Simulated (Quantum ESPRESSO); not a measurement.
AlPt under changes of volume

One of the cells (14.774 Å³/atom); the others are scaled copies at fixed shape and fractional positions:

```
CELL_PARAMETERS angstrom
3.09155 0.00000 0.00000
0.00000 3.09155 0.00000
0.00000 0.00000 3.09155
ATOMIC_POSITIONS crystal
Pt 0.50000 0.50000 0.50000
Al 0.00000 0.00000 0.00000
```

Measurements of this composition are mostly on another form, of space group No. 198.

| Property | Result |
| --- | --- |
| Program | Quantum ESPRESSO 7.5 |
| Functional | r2SCAN |
| Potentials or basis | SG15 PBE 1.2 |
| Cutoff | 1020 eV |
| Density cutoff | 4082 eV |
| k mesh | 7 × 7 × 7 |
| Occupations | fermi-dirac, width 0.05 eV |
| Spin | no spin polarisation |

```tsv
volume (Å³/atom)	energy over the lowest point (meV/atom)	pressure (GPa)
13.888	15.26	8.9
14.183	3.34	4.0
14.478	0.00	-0.4
14.774	?	?
15.069	15.39	-7.8
15.365	32.50	-10.9
15.660	54.99	-13.6
```

Task: What does the run at 14.774 Å³/atom give?

Result: Energy over the lowest point 4.30 meV/atom; pressure -4.3 GPa.

Worked out: A Birch-Murnaghan fit of order 3 (a polynomial in V^(-2/3)) to the other rows has its minimum at 14.45 Å³/atom with B0 = V·E''(V) = 204 GPa and B' = 4.8. It gives 4.30 meV/atom at 14.774 Å³/atom, against the run's 4.30, and -dE/dV = -4.2 GPa, against -4.3.

Energies are extrapolated to zero smearing.

Caveats: the potentials were made for another functional, which shifts forces and pressure.
